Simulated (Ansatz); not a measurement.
# FeO2: the cost of one run

Method: DFT PBE, scalar-relativistic, plane waves, PAW, in Ansatz 0.2.0.

1 further run of the same task is left out (it didn't finish).

### Step 1. Starting point

The structure is hexagonal, space group P6/mmm (No. 191). The conventional cell has a = 3.867 Å, b = 3.867 Å, c = 2.458 Å, α = 90.00°, β = 90.00°, γ = 120.00°. Fe (site symmetry 6/mmm) has 2 Fe at 2.46 Å and 12 O at 2.55 Å as nearest neighbours. O (site symmetry -6m2) has 5 O at 2.23 to 2.46 Å and 6 Fe at 2.55 Å as nearest neighbours.

Coordinates:

```
Fe O
1.0
     3.86699    0.00000    0.00000
    -1.93350    3.34891    0.00000
     0.00000    0.00000    2.45821
Fe O
1 2
Direct
  0.00000 0.00000 0.00000
  0.33333 0.66667 0.50000
  0.66667 0.33333 0.50000
```

This is candidate A: anti-Li2Pt type (P6/mmm, No. 191).

(A quick probe on a coarse mesh, which set the mesh and smearing, is not shown.)

### Step 3. Coarse relaxation (candidate A)

File input.yaml:

```yaml
crystal:
  lattice:
    - [3.866990321, 0.0, 0.0]
    - [-1.9334951605, 3.3489118542, 0.0]
    - [0.0, 0.0, 2.4582092058]
  atoms:
    - { symbol: Fe, position: [0.0, 0.0, 0.0], spin: 3.89 }
    - { symbol: O, position: [0.3333333333, 0.6666666667, 0.5] }
    - { symbol: O, position: [0.6666666667, 0.3333333333, 0.5] }
basis:
  ecutwfc: 420
kpoints:
  mp_grid: { grid: [6, 6, 8] }
hamiltonian:
  xc: pbe
scf:
  occupations: { method: gaussian, width: 0.1 }
  lower_state_search: "off"
output:
  forces: true
  stress: true
  eigenvalues: true
  populations: true
magnetization:
  spin_polarized: true
relax:
  adjacent_minimum: "off"
  f_tol: 0.04
  max_steps: 70
  cell: { stress_tol: 0.4 }
```

Launch:

```bash
$ ansatz run input.yaml --threads 1 --pin off --max-ram 2560MiB --backend cpu --events-out ev --progress --plain --runs-dir out
```

What time and memory should one allow on 1 thread of Intel Xeon 6975P-C (Granite Rapids), shared host?

About 28 s, with a peak of 0.34 GiB.
